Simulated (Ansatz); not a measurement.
# SiO2: the cost of one run

Program: Ansatz 0.2.0. Level of theory: DFT, PBE, plane-wave PAW, default files, scalar-relativistic, as far as a step names no other. These are calculated values, not measurements.

1 further run of the same task is left out (it didn't finish).

### 1 Starting point

The structure is orthorhombic, space group Pmma (No. 51). The conventional cell has a = 13.819 Å, b = 6.911 Å, c = 6.419 Å, α = 90.00°, β = 90.00°, γ = 90.00°. Si (site symmetry m) has 4 O at 1.59 to 1.62 Å as nearest neighbours. Around Si (site symmetry mm2) lie 4 O at 1.61 Å. Around O (site symmetry 2/m) lie 2 Si at 1.59 Å. Around O (site symmetry 1) lie 2 Si at 1.62 Å. Around O (site symmetry m) lie 2 Si at 1.61 Å. Around O (site symmetry mm2) lie 2 Si at 1.59 Å.

Structure file:

```
Si O
1.0
    13.81935    0.00000    0.00000
     0.00000    6.91058    0.00000
     0.00000    0.00000    6.41900
Si O
10 20
Cartesian
  1.5919 0.0000 3.2139
  8.5016 0.0000 3.2051
  12.2274 0.0000 3.2051
  5.3178 0.0000 3.2139
  3.4548 1.8635 1.6832
  10.3645 5.0471 4.7358
  10.3645 1.8635 4.7358
  3.4548 5.0471 1.6832
  3.4548 0.0000 5.6582
  10.3645 0.0000 0.7608
  0.0000 0.0000 3.2095
  6.9097 0.0000 3.2095
  2.1337 1.3224 2.4497
  9.0434 5.5882 3.9693
  11.6856 1.3224 3.9693
  4.7760 5.5882 2.4497
  11.6856 5.5882 3.9693
  4.7760 1.3224 2.4497
  2.1337 5.5882 2.4497
  9.0434 1.3224 3.9693
  2.1289 0.0000 4.7364
  9.0386 0.0000 1.6826
  11.6904 0.0000 1.6826
  4.7807 0.0000 4.7364
  3.4548 3.4553 1.6773
  10.3645 3.4553 4.7417
  3.4548 1.3248 0.1616
  10.3645 5.5858 6.2574
  10.3645 1.3248 6.2574
  3.4548 5.5858 0.1616
```

### 2 Single point at the given positions

The input, input.yaml:

```yaml
crystal:
  lattice:
    - [13.81934545, 0.0, 0.0]
    - [0.0, 6.91058365, 0.0]
    - [0.0, 0.0, 6.41899888]
  atoms:
    - { symbol: Si, position: [0.1151935, 0.0, 0.50068368] }
    - { symbol: Si, position: [0.6151935, 0.0, 0.49931632] }
    - { symbol: Si, position: [0.8848065, 0.0, 0.49931632] }
    - { symbol: Si, position: [0.3848065, 0.0, 0.50068368] }
    - { symbol: Si, position: [0.25, 0.2696551, 0.26221558] }
    - { symbol: Si, position: [0.75, 0.7303449, 0.73778442] }
    - { symbol: Si, position: [0.75, 0.2696551, 0.73778442] }
    - { symbol: Si, position: [0.25, 0.7303449, 0.26221558] }
    - { symbol: Si, position: [0.25, 0.0, 0.88147638] }
    - { symbol: Si, position: [0.75, 0.0, 0.11852362] }
    - { symbol: O, position: [0.0, 0.0, 0.5] }
    - { symbol: O, position: [0.5, 0.0, 0.5] }
    - { symbol: O, position: [0.15440075, 0.19136097, 0.38162636] }
    - { symbol: O, position: [0.65440075, 0.80863903, 0.61837364] }
    - { symbol: O, position: [0.84559925, 0.19136097, 0.61837364] }
    - { symbol: O, position: [0.34559925, 0.80863903, 0.38162636] }
    - { symbol: O, position: [0.84559925, 0.80863903, 0.61837364] }
    - { symbol: O, position: [0.34559925, 0.19136097, 0.38162636] }
    - { symbol: O, position: [0.15440075, 0.80863903, 0.38162636] }
    - { symbol: O, position: [0.65440075, 0.19136097, 0.61837364] }
    - { symbol: O, position: [0.15405512, 0.0, 0.73786464] }
    - { symbol: O, position: [0.65405512, 0.0, 0.26213536] }
    - { symbol: O, position: [0.84594488, 0.0, 0.26213536] }
    - { symbol: O, position: [0.34594488, 0.0, 0.73786464] }
    - { symbol: O, position: [0.25, 0.5, 0.26130484] }
    - { symbol: O, position: [0.75, 0.5, 0.73869516] }
    - { symbol: O, position: [0.25, 0.19169938, 0.02517467] }
    - { symbol: O, position: [0.75, 0.80830062, 0.97482533] }
    - { symbol: O, position: [0.75, 0.19169938, 0.97482533] }
    - { symbol: O, position: [0.25, 0.80830062, 0.02517467] }
kpoints:
  mp_grid: { grid: [2, 3, 3] }
scf:
  occupations: { method: fermi_dirac, width: 0.02 }
hamiltonian:
  xc: pbe
  pseudopotentials: { kind: paw }
output:
  forces: true
  stress: true
  populations: true
  efg: { quadrupole_moments_barn: { O: -0.02558 }, contact_densities: true }
```

Command:

```bash
> ansatz run input.yaml --threads 1 --pin off --max-ram 2560MiB --backend cpu --events-out ev --progress --plain --runs-dir out
```

**Question.** How long does this run take on 1 thread of Arm Neoverse V1, shared host, and how much memory does it need?

About 73 s, with a peak of 0.97 GiB.
